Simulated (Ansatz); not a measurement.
## Notes on Te

```yaml
crystal:
  lattice:
    - [2.24980, 3.89676, 0.00000]
    - [-2.24979, 3.89676, 0.00000]
    - [0.00000, 0.00000, 5.98497]
  atoms:
    - { symbol: Te, position: [0.26900, 0.73100, 0.16667] }
    - { symbol: Te, position: [0.00000, 0.26900, 0.83333] }
    - { symbol: Te, position: [0.73100, 0.00000, 0.50000] }
```

Single point in Ansatz 0.2.0 with PBEsol, no spin polarisation. Cutoff 420 eV, PAW datasets, 9×9×6 Γ-centred k mesh, fermi-dirac filling (width 0.1 eV).

**Electronic structure.** The gap is 0.15 eV, direct at the points sampled. A semilocal functional usually gives too small a gap.
**Stress.** The pressure is -2.3 GPa (compression positive), so with the atoms held at these fractions the cell would first shrink.
**Contacts.** Te–Te at 2.89 Å: least valence density 0.37 e/Å³ and ELF 0.62 there. These are pseudo-fields; inside the PAW spheres they differ from the all-electron ones.
**Forces.** Nearly at rest: the largest force is 0.043 eV/Å.

Origin: a database entry at a rescaled volume. Caveats: no spin-orbit coupling, which can shift this gap by tenths of an eV; the gap is not wide against the smearing.
